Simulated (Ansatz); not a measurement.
Write the native input for Ansatz 0.2.0 that does the following.

| Item | Value |
| --- | --- |
| Task | single point |
| Functional | PBEsol |
| Potentials or basis | all-electron LAPW, scalar-relativistic |
| Cutoff | 355 eV (chosen from the basis error) |
| Basis error allowed | 0.001 eV/atom |
| k mesh | 13 × 13 × 13 |
| Occupations | fermi-dirac, width 0.05 eV |
| Spin | collinear spin, ferromagnetic start |
| Starting moments | [1.0] μB |

Ni:

```xyz
1
Lattice="-1.3885 1.3631 1.4318 1.3311 -1.3624 1.3736 1.4153 1.3892 -1.4311" Properties=species:S:1:pos:R:3 pbc="T T T"
Ni   -0.0296   -0.0238   -0.0336
```

The cell isn't the ideal one: cell strained at random at fixed volume.

The input as run:

input.yaml

```yaml
crystal:
  lattice:
    - [-1.388528, 1.363127, 1.431767]
    - [1.331084, -1.362437, 1.373633]
    - [1.415301, 1.38921, -1.431077]
  atoms:
    - { symbol: Ni, position: [-0.020755, -0.023133, -0.019485], spin: 1.0 }
kpoints:
  mp_grid: { grid: [13, 13, 13] }
scf:
  occupations: { method: fermi_dirac, width: 0.05 }
hamiltonian:
  xc: pbesol
  pseudopotentials: { kind: all_electron, lapw: { basis_error: 0.001 } }
magnetization:
  spin_polarized: true
output:
  forces: true
  stress: true
  eigenvalues: true
  populations: true
```

Potentials or basis: all-electron LAPW, scalar-relativistic.

Run with:

```console
$ ansatz run input.yaml --threads 2 --pin off --max-ram 6144MiB --backend cpu --events-out ev --progress --plain --runs-dir out
```

It gave:

The pressure is -2.0 GPa. The band gap on the k mesh is none (metal or under the smearing width) and the net moment is 0.58 μB per cell. The absolute moment is 0.64 μB per cell and the site moments are Ni +0.61 μB.

It took 86 s on 2 threads of Intel(R) Xeon(R) Platinum 8488C (Sapphire Rapids), on a shared host, peak memory 1.4 GiB.
